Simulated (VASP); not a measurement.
A run of VASP 6.6.1 is set up as follows.

File INCAR:

```
ALGO     = Normal         # electronic algorithm
DIPOL    = 0.5 0.5 0.500
EDIFF    = 1E-6           # SCF threshold, eV
EFIELD   = 0.3          
ENCUT    = 520            # plane-wave cutoff, eV
GGA      = PE             # functional
IDIPOL   = 3            
ISIF     = 2              # what is computed and relaxed
ISMEAR   = -1             # smearing method
LASPH    = True           # aspherical terms in the spheres
LCHARG   = False          # write CHGCAR
LDIPOL   = True         
LREAL    = False          # projectors in reciprocal space
LVACPOTAV= True         
LVHAR    = True         
LWAVE    = False          # write WAVECAR
NELM     = 80             # most SCF steps
PREC     = Accurate       # precision mode
SIGMA    = 0.05           # smearing width, eV
```

KPOINTS

```
k-points
0
Gamma
  8 8 1
```

The input POSCAR:

```
Ba
1.0
    3.9100000000      0.0000000000      0.0000000000
   -1.9550000000      3.6500000000      0.0000000000
    0.0000000000      0.0000000000     20.7000000000
Ba
2
Direct
    0.0000000000      0.0000000000      0.3623188406
    0.0000000000      0.0000000000      0.6376811594
```

Potentials or basis: VASP PAW PBE potentials, release 64 (Ba_sv).

Run with:

```bash
$ cat potpaw_PBE.64/Ba_sv/POTCAR > POTCAR
$ mpirun -np 1 vasp_std > vasp.out
```

Problem. What does it give for the largest force?

Solution. 0.188 eV/Å.

Problem. What does it give for the band gap on the k mesh?

Solution. None (metal or under the smearing width).

Forces in eV/Å, atoms in the order of the input:
```
Ba   0.000  0.000  0.188
Ba   0.000  0.000 -0.188
```

Spin-orbit coupling is left out, which matters for the levels of Ba.
